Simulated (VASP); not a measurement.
Runs of VASP 6.6.1 on AlN. It takes space group Fm-3m (No. 225, cubic). The conventional cell has a = 4.044 Å, b = 4.044 Å, c = 4.044 Å, α = 90.00°, β = 90.00°, γ = 90.00°. Al (site symmetry m-3m) has 6 N at 2.02 Å as nearest neighbours. Around N (site symmetry m-3m) lie 6 Al at 2.02 Å. Measurements of this composition are mostly on another form, of space group No. 186.

```tsv
level	potentials or basis	k mesh	cutoff (eV)	smearing	gap on the mesh (eV)	pressure (GPa)
PBEsol	VASP PAW PBE potentials, release 64 (Al, N_h)	10 × 10 × 10	900	gaussian 0.02 eV	4.55	-0.1
PBEsol	VASP PAW PBE potentials, release 64 (Al, N)	10 × 10 × 10	520	gaussian 0.5 eV	4.55	0.2
PBEsol	VASP PAW PBE potentials, release 64 (Al, N)	14 × 14 × 14	520	gaussian 0.02 eV	4.55	0.2
r2SCAN	VASP PAW PBE potentials, release 64 (Al, N)	10 × 10 × 10	520	gaussian 0.02 eV	(a)	-2.0
PBEsol	VASP PAW PBE potentials, release 64 (Al, N)	10 × 10 × 10	700	gaussian 0.02 eV	4.55	0.0
```

Alike in all rows: task single point; no spin polarisation; cell as given.

Q: Fill in the values left out.

A: (a) 5.48.

Caveats: the PAW data sets were made with another functional, which shifts forces and pressure a little; the cutoff is under 1.25 times the usual one of these potentials, so pressure, stress and relaxed cells hold a basis-set (Pulay) error (some runs).

A k mesh can miss the band edges.
